HSE06 and PBE0 are two recipes for the same task, finding the energy levels of electrons in a solid. Both mix a quarter of exact exchange into a simpler density functional. HSE06 lets that exact exchange fade out at large distance, while PBE0 keeps it at every distance. The questions below concern what this one difference does to a barium strontium titanate.

Band levels of perovskite BaSrTi2O6 (10-atom cell, space group Pmm2), computed with Ansatz 0.2.0 (plane-wave PAW, 420 eV cutoff, 4×2×4 k mesh, no spin polarisation) at the r2SCAN-relaxed geometry. The cheaper level is HSE06 and the costlier one PBE0. Each set is measured from its own valence top, with v1 the highest filled band and c1 the lowest empty one.

```csv
point name,"band v2, cheaper level (eV)","band v1, cheaper level (eV)","band c1, cheaper level (eV)","band c2, cheaper level (eV)","band v2, costlier level (eV)","band v1, costlier level (eV)","band c1, costlier level (eV)","band c2, costlier level (eV)"
Gamma,-0.472,-0.452,3.335,3.654,-0.460,-0.440,4.083,4.406
X,-1.017,-0.059,3.803,5.303,-1.011,-0.062,4.557,6.081
S,-0.701,-0.502,4.429,4.483,-0.706,-0.506,5.192,5.245
Y,-0.812,-0.729,3.703,3.721,-0.804,-0.722,4.455,4.474
Z,-0.749,-0.234,3.490,5.314,-0.740,-0.237,4.240,6.091
U,-0.173,0.000,5.344,5.348,-0.173,0.000,6.121,6.126
R,-0.218,-0.189,5.580,5.595,-0.220,-0.191,6.356,6.373
T,-0.851,-0.622,4.409,4.537,-0.856,-0.626,5.174,5.304
```

## 1. Which level of theory gives the larger gap?

PBE0, the costlier one. The highest filled level, v1, lies at the point U, and the lowest empty level, c1, lies at Gamma. Since U marks the zero of energy, the gap can be read directly from c1 at Gamma: 3.335 eV with HSE06 and 4.083 eV with PBE0. The gap opens by 0.75 eV, more than a fifth of its HSE06 value.

## 2. Do the other empty levels move by the same amount?

Nearly. At U, where c1 lies about 2 eV higher than at Gamma, it rises by 0.78 eV instead of 0.75 eV. Every listed empty level rises by an amount in this narrow range, and the points keep their order in c1. For most purposes the PBE0 conduction levels are the HSE06 ones moved up as a block.

## 3. Does the valence band stay where it was?

It only seems to. Each set of levels is measured from its own valence top, so a common movement of the filled levels drops out of the table. On the raw energy scale of the two runs, the valence top falls by 0.39 eV and the conduction bottom rises by 0.35 eV. The gap opens from both sides in almost equal parts.

## 4. Why does long-range exchange push the two edges apart?

Exact exchange acts between an electron and the filled states. At long range it lowers a filled level because that level is itself part of the filled set, and it hardly touches an empty one. The simpler functional sees only the density and can't make this distinction, so it lowers filled and empty levels alike. Replacing some of the second kind of exchange by the first must therefore separate them.

The size follows from the part of the Coulomb repulsion that HSE06 screens out, erf(ωr)/r, where r is the distance between two electrons and ω sets the range. It varies slowly, losing only about a quarter of its height by r = 1/ω, roughly 5 Å, whereas exchange in an insulator acts mostly over a bond length or so. Over such short distances its height is close to A = 2ω/√π.

- Adding a quarter of exact exchange lowers filled levels by A/4 and leaves empty ones in place.
- Removing a quarter of the simpler exchange raises all levels by A/8. The factor is half as large because a flat repulsion gives an exchange energy of −A/2 per electron, and the simpler functional passes this on to filled and empty levels alike.
- In total, filled levels fall by A/8, empty levels rise by A/8, and the gap opens by A/4.

With the usual ω of about 0.11 per bohr, A/4 = 0.25 × 2 × 0.11/√π ≈ 0.031 hartree, or 0.84 eV. Each edge should move by 0.42 eV.

## 5. How good is this estimate, and where does it fail?

With this rounded ω, the estimate is 13 % above the computed opening, and it gives the nearly even split between the two edges. Some excess is natural, because the repulsion is not perfectly flat over the region where exchange acts.

The estimate fails in one respect: it gives every empty level the same rise. The row X shows what it leaves out. At this single point c1 rises by 0.754 eV, but c2, which lies 1.5 eV higher, rises by 0.778 eV. In this table the extra rise thus follows the energy of the level more closely than its k point. A straight line fitted to the eight c1 levels also reproduces the c2 levels, which were not used in the fit, to about a tenth of the stretch, as the output below shows. Most c2 levels lie close to c1 at the same point, so X and Z are the main test. The line describes this slight stretch but doesn't explain it.

## 6. What would change with another setting or element?

A smaller ω makes HSE06 more like PBE0. By the formula, halving ω would halve the difference between the two gaps. No property of barium or strontium enters the formula, so exchanging one for the other may alter both gaps but should leave their difference much the same. These are expectations from the model, not computed results.

## 7. Which digits can be trusted?

The stretch of about 0.03 eV is well above the last printed digit, though its convergence with the k mesh was not tested. The valence shifts, of about 0.01 eV or less, are too small to interpret without such a test. The opening itself is less certain than its three decimals suggest, because long-range exchange converges slowly with the k mesh and only one mesh was used.

As a forecast for a real material, even the first decimal is in doubt. The cell is a model crystal with ordered barium and strontium, and the choice of functional alone changes the gap by 0.75 eV. The costlier result is not automatically the better one: PBE0 typically overestimates the gaps of titanate perovskites.

The analysis program printed:

```
fit of dc1 on 8 rows: constant 0.703 +/- 0.0032, coefficient of point_c1 0.01353 +/- 0.00074; rms 0.00142, worst R 0.00246, leave-one-out rms 0.00221
PBE0 less HSE06 and direct gaps in eV:
    row  shift v2  shift v1  shift c1  shift c2  direct gap HSE06  direct gap PBE0  line less c2 shift
  Gamma     0.012     0.012     0.748     0.752             3.787            4.523           0.0004028
      X     0.006    -0.003     0.754     0.778             3.862            4.619           -0.003283
      S    -0.005    -0.004     0.763     0.762             4.931            5.698            0.001621
      Y     0.008     0.007     0.752     0.753             4.432            5.177           0.0003094
      Z     0.009    -0.003      0.75     0.777             3.724            4.477           -0.002135
      U         0         0     0.777     0.778             5.344            6.121           -0.002675
      R    -0.002    -0.002     0.776     0.778             5.769            6.547           0.0006678
      T    -0.005    -0.004     0.765     0.767             5.031              5.8           -0.002649
smallest gap HSE06 (eV): 3.335
smallest gap PBE0 (eV): 4.083
opening of the gap (eV): 0.748
opening of the gap (% of HSE06 gap): 22.43
growth of the smallest direct gap (eV): 0.753
largest rise of a c2 level less the gap opening (eV): 0.03
largest valence shift v1 or v2 (eV): 0.012
spread of c1 over the points HSE06 (eV): 2.245
spread of c1 over the points PBE0 (eV): 2.273
growth of the c1 spread (%): 1.247
extra rise per eV of c1 energy (meV): 13.53
largest miss of the c1 line on the c2 levels (eV): 0.003283
screening length 1/w (angstrom): 4.811
estimated gap opening with no fit (eV): 0.8444
estimated move of each band edge (eV): 0.4222
estimate above the computed opening (%): 12.89
raw move of the valence top (eV): -0.3927
raw move of the conduction bottom (eV): 0.3546
```
